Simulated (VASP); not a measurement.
ZrB2: single point with optB86b-vdW

Crystal: ZrB2.

```
Zr B
1.0
     3.41478    0.00000    0.00000
    -1.70739    2.95729    0.00000
     0.00000    0.00000    3.80581
Zr B
1 2
Direct
  0.00000 0.00000 0.00000
  0.66667 0.33333 0.50000
  0.33333 0.66667 0.50000
```

The cell isn't the ideal one: volume scaled by 1.25.

| Property | Result |
| --- | --- |
| Program | VASP 6.6.1 |
| Task | single point |
| Functional | optB86b-vdW |
| Potentials or basis | VASP PAW PBE potentials, release 64 (Zr_sv_GW, B_GW) |
| Cutoff | 600 eV |
| k mesh | 7 × 7 × 6 |
| Occupations | gaussian, width 0.1 eV |
| Spin | spin-orbit coupling, no magnetisation |

```json
{
 "Pressure": "-35.1 GPa",
 "Valence electrons inside the program's atomic spheres": "Zr 8.94; B 1.60"
}
```

Stress tensor (GPa, compression positive):
```
-36.65   0.00   0.00
  0.00 -36.65   0.00
  0.00   0.00 -32.00
```

Wall time 2.1 min on 1 thread of Intel(R) Xeon(R) 6975P-C (Granite Rapids), on a shared host, peak memory 0.5 GiB.

Caveat: the PAW data sets were made with another functional, which shifts forces and pressure a little.
